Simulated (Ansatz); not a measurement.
# MgO: the cost of one run

Method: DFT PBE, scalar-relativistic, plane waves, PAW, in Ansatz 0.2.0.

### Step 1. The structure to begin with

It takes space group Pmma (No. 51, orthorhombic). The conventional cell has a = 6.200 Å, b = 3.530 Å, c = 3.343 Å, α = 90.00°, β = 90.00°, γ = 90.00°. Around Mg (site symmetry mm2) lie 4 O at 1.95 to 2.01 Å. Mg (site symmetry 2/m) has 4 O at 1.77 to 1.95 Å as nearest neighbours. Around O (site symmetry mm2) lie 4 Mg at 1.95 to 2.01 Å. O (site symmetry 2/m) is surrounded by 4 Mg at 1.77 to 1.95 Å.

Structure file:

```cif
data_structure
_symmetry_space_group_name_H-M 'P 1'
_symmetry_Int_Tables_number 1
_cell_length_a 6.2002
_cell_length_b 3.5303
_cell_length_c 3.3427
_cell_angle_alpha 90.000
_cell_angle_beta 90.000
_cell_angle_gamma 90.000
_cell_volume 73.17
loop_
_atom_site_label
_atom_site_type_symbol
_atom_site_fract_x
_atom_site_fract_y
_atom_site_fract_z
_atom_site_occupancy
Mg1 Mg 0.75000 0.00000 0.35541 1
Mg2 Mg 0.00000 0.50000 0.00000 1
Mg3 Mg 0.25000 0.00000 0.64459 1
Mg4 Mg 0.50000 0.50000 0.00000 1
O1 O 0.75000 0.50000 0.64459 1
O2 O 0.00000 0.00000 0.00000 1
O3 O 0.25000 0.50000 0.35541 1
O4 O 0.50000 0.00000 0.00000 1
```

Recipe of the guess: 4-connected net, two elements alternating (Pmma, No. 51). Lengths come from tabulated atomic sizes and are only a guess.

### Step 2. A first look at the guess

Input file input.yaml:

```yaml
crystal:
  lattice:
    - [6.20019822, 0.0, 0.0]
    - [0.0, 3.53031186, 0.0]
    - [0.0, 0.0, 3.34272677]
  atoms:
    - { symbol: Mg, position: [0.75, 0.0, 0.35540738] }
    - { symbol: Mg, position: [0.0, 0.5, 0.0] }
    - { symbol: Mg, position: [0.25, 0.0, 0.64459262] }
    - { symbol: Mg, position: [0.5, 0.5, 0.0] }
    - { symbol: O, position: [0.75, 0.5, 0.64459262] }
    - { symbol: O, position: [0.0, 0.0, 0.0] }
    - { symbol: O, position: [0.25, 0.5, 0.35540738] }
    - { symbol: O, position: [0.5, 0.0, 0.0] }
basis:
  ecutwfc: 420
kpoints:
  mp_grid: { grid: [4, 6, 6] }
hamiltonian:
  xc: pbe
scf:
  occupations: { method: gaussian, width: 0.1 }
  lower_state_search: "off"
output:
  forces: true
  stress: true
  eigenvalues: true
```

The run is started by

```console
ansatz run input.yaml --threads 1 --pin off --max-ram 2560MiB --backend cpu --events-out ev --progress --plain --runs-dir out
```

**Question.** How long does this run take on 1 thread of Arm Neoverse V1, shared host, and how much memory does it need?

About 6.8 s, with a peak of 0.36 GiB.
